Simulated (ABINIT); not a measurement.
BP:

```
P B
1.0
     0.00000    2.26900    2.26900
     2.26900    0.00000    2.26900
     2.26900    2.26900    0.00000
P B
1 1
Cartesian
  3.4035 3.4035 3.4035
  0.0000 0.0000 0.0000
```

Base run:

```yaml
Program: ABINIT 10.8.3 (patched build)
Functional: OLYP
Potentials_or_basis: JTH PAW PBE v2.0
Cutoff: 544 eV
k_mesh: 10 × 10 × 10
Occupations: fermi-dirac, width 0.05 eV
Spin: no spin polarisation
```

Its results: band gap on the k mesh 1.31 eV, indirect (least direct gap 3.38 eV); pressure 0.0 GPa.

Task: After a change of settings the same cell gave: band gap on the k mesh 1.46 eV, indirect (least direct gap 3.50 eV); pressure 4.3 GPa. Which change was it?
A. functional from OLYP to BLYP
B. functional from OLYP to LDA; potentials or basis from JTH PAW PBE v2.0 to PseudoDojo NC SR LDA v0.4.1 standard; cutoff from 544 eV to 1034 eV
C. functional from OLYP to rPW86PBE
D. functional from OLYP to WC

Result: C.

Caveats: the PAW data sets were made with another functional, which shifts forces and pressure a little.

Runs at the PBE level aren't shown here.
